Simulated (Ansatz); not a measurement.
**Al₂O₃ (P-6m2), two-dimensional strain map**

These are results of DFT PBE+D3(BJ), scalar-relativistic, plane waves, PAW in Ansatz 0.2.0, not measurements. The runs took a 420 eV cutoff, a Γ-centred 12×12×4 mesh and Gaussian smearing (0.05 eV). No spin polarisation. Energies are free energies at this smearing, counted from the undisturbed cell; pressure is positive in compression.

The starting cell (as given, not relaxed at this level; it stands at -1.7 GPa; this form isn't the usual structure):

```xyz
5
Lattice="2.8843 0.0000 0.0000 -1.4422 2.4979 0.0000 0.0000 0.0000 9.3368" Properties=species:S:1:pos:R:3 pbc="T T T"
Al    1.4422    2.4979    1.4004
Al    1.4422    2.4979    7.9363
O     0.0000    1.6653    2.0757
O     1.4422    0.8326    0.0000
O     0.0000    1.6653    7.2610
```

The cell is strained by p along both x and y and by q along z, fractional coordinates fixed. Points are written (p, q).

p was sampled at -0.030, -0.015, 0.000, 0.015, 0.030 and q at -0.030, -0.015, 0.000, 0.015, 0.030.

Task: Where on the computed points is the energy highest, and how high?

Result: At (0.030, 0.030): 56.4 meV/atom.

Task: Away from (0, 0), which computed point is lowest?

Result: (0.000, -0.015): 0.4 meV/atom.

The map, in meV/atom:

```csv
p \ q,-0.030,-0.015,0.000,0.015,0.030
-0.030,38.6,30.4,26.7,27.1,31.5
-0.015,11.9,5.7,3.8,5.8,11.7
0.000,4.9,0.4,0.0,3.4,10.5
0.015,15.2,12.3,13.2,17.9,26.0
0.030,41.1,39.5,41.6,47.3,56.4
```

Cost: 25 runs of about 4.9 core-minutes in all, on Intel Xeon Processor @ 2.50GHz (Skylake/Cascade Lake) (shared hosts).